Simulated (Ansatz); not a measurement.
Relaxed (001) slab cut from Na (space group P6_3/mmc (No. 194)); the slab's formula is Na, its outer planes Na (top) and Na (bottom):

```xyz
3
Lattice="3.7196 0.0000 0.0000 -1.8598 3.2213 0.0000 0.0000 0.0000 21.0617" Properties=species:S:1:pos:R:3 pbc="T T T"
Na    0.0000    2.1475    7.5000
Na    1.8598    1.0738   10.5309
Na    0.0000    2.1475   13.5617
```

Computed with DFT PBEsol, scalar-relativistic, plane waves, PAW in Ansatz. Plane waves to 420 eV, a k mesh through Γ of 12×12×1 on the computed 3-atom cell and Gaussian smearing (0.10 eV); no spin polarisation. The cell repeats along c with a dipole correction in the vacuum.

The potential is the smooth part; its values at the atoms depend on the PAW datasets.

**Question.** How does the plane-averaged electrostatic potential energy of an electron run along c, counted from the Fermi level?

**Answer.**
| z (Å) | V (eV) |
| --- | --- |
| 2.63 | 3.00 |
| 2.93 | 3.00 |
| 3.22 | 2.99 |
| 3.51 | 2.99 |
| 3.80 | 2.98 |
| 4.10 | 2.97 |
| 4.39 | 2.94 |
| 4.68 | 2.90 |
| 4.97 | 2.83 |
| 5.27 | 2.71 |
| 5.56 | 2.52 |
| 5.85 | 2.22 |
| 6.14 | 1.75 |
| 6.44 | 1.05 |
| 6.73 | -0.04 |
| 7.02 | -2.42 |
| 7.31 | -5.74 |
| 7.61 | -6.21 |
| 7.90 | -3.14 |
| 8.19 | -0.12 |
| 8.48 | 1.21 |
| 8.78 | 1.84 |
| 9.07 | 1.98 |
| 9.36 | 1.63 |
| 9.65 | 0.78 |
| 9.95 | -1.02 |
| 10.24 | -4.48 |
| 10.53 | -6.44 |
| 10.82 | -4.48 |
| 11.12 | -1.02 |
| 11.41 | 0.78 |
| 11.70 | 1.63 |
| 11.99 | 1.98 |
| 12.29 | 1.84 |
| 12.58 | 1.21 |
| 12.87 | -0.12 |
| 13.16 | -3.14 |
| 13.46 | -6.21 |
| 13.75 | -5.74 |
| 14.04 | -2.42 |
| 14.33 | -0.04 |
| 14.63 | 1.05 |
| 14.92 | 1.75 |
| 15.21 | 2.22 |
| 15.50 | 2.52 |
| 15.80 | 2.71 |
| 16.09 | 2.83 |
| 16.38 | 2.90 |
| 16.67 | 2.94 |
| 16.97 | 2.97 |
| 17.26 | 2.98 |
| 17.55 | 2.99 |
| 17.84 | 2.99 |
| 18.14 | 3.00 |
| 18.43 | 3.00 |

The vacuum level lies 3.00 eV above the Fermi level.

Charge leaks into the vacuum, so work functions can be off.

The reference crystal is a form of Na, which isn't its usual structure.